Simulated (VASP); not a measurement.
Wanted: the native input for a VASP 6.6.1 run.

* Task: relaxation of cell and atoms
* Functional: r2SCAN
* Dispersion: rVV10
* Potentials or basis: VASP PAW PBE potentials, release 64 (Ta_pv, N)
* Cutoff: 600 eV
* k mesh: 16 × 16 × 16
* Occupations: methfessel-paxton, width 0.1 eV
* Spin: no spin polarisation
* Further INCAR settings: ALGO = Normal; EDIFF = 1e-06; IBRION = 2; EDIFFG = -0.005; NSW = 40; ISIF = 3

The structure of TaN lies in POSCAR:

```
TaN
1.0
    0.0000000000      2.1950000000      2.1950000000
    2.1950000000      0.0000000000      2.1950000000
    2.1950000000      2.1950000000      0.0000000000
Ta N
1 1
Direct
    0.0000000000      0.0000000000      0.0000000000
    0.5000000000      0.5000000000      0.5000000000
```

The cell was built by a generator and needn't be a form met in nature.

The input as run:

INCAR

```
PREC     = Accurate       # precision mode
ENCUT    = 600            # plane-wave cutoff, eV
EDIFF    = 1E-6           # SCF threshold, eV
ISMEAR   = 1              # smearing method
SIGMA    = 0.1            # smearing width, eV
LREAL    = False          # projectors in reciprocal space
LASPH    = True           # aspherical terms in the spheres
NELM     = 120            # most SCF steps
ALGO     = Normal         # electronic algorithm
ISIF     = 3              # what is computed and relaxed
LWAVE    = False          # write WAVECAR
LCHARG   = False          # write CHGCAR
METAGGA  = R2SCAN         # meta-GGA
LMIXTAU  = True         
LUSE_VDW = True         
IVDW_NL  = 2            
BPARAM   = 11.95        
CPARAM   = 0.0093       
IBRION   = 2              # ionic algorithm
NSW      = 40             # ionic steps
EDIFFG   = -0.005         # ionic threshold
```

KPOINTS

```
regular mesh
0
Gamma
  16 16 16
```

Potentials or basis: VASP PAW PBE potentials, release 64 (Ta_pv, N).

Run with:

```sh
$ cat potpaw_PBE.64/Ta_pv/POTCAR potpaw_PBE.64/N/POTCAR > POTCAR
$ mpirun -np 1 vasp_std > vasp.out
```

It gave:

```json
{
 "Relaxed volume": "10.64 Å³/atom",
 "Relaxed cell": "a = 3.110 Å, b = 3.110 Å, c = 3.110 Å, α = 60.00°, β = 60.00°, γ = 60.00°",
 "Space group after relaxing (to 0.05 Å)": "Fm-3m (No. 225)",
 "Energy gained by relaxing": "0.4 meV/atom",
 "Ionic steps": "3",
 "Pressure after relaxing": "0.0 GPa",
 "Band gap on the k mesh": "none (metal or under the smearing width)"
}
```

Caveat: the PAW data sets were made with another functional, which shifts forces and pressure a little.

Run time: 7.9 min on 1 thread of Intel(R) Xeon(R) Platinum 8488C (Sapphire Rapids), on a shared host, peak memory 0.32 GiB.
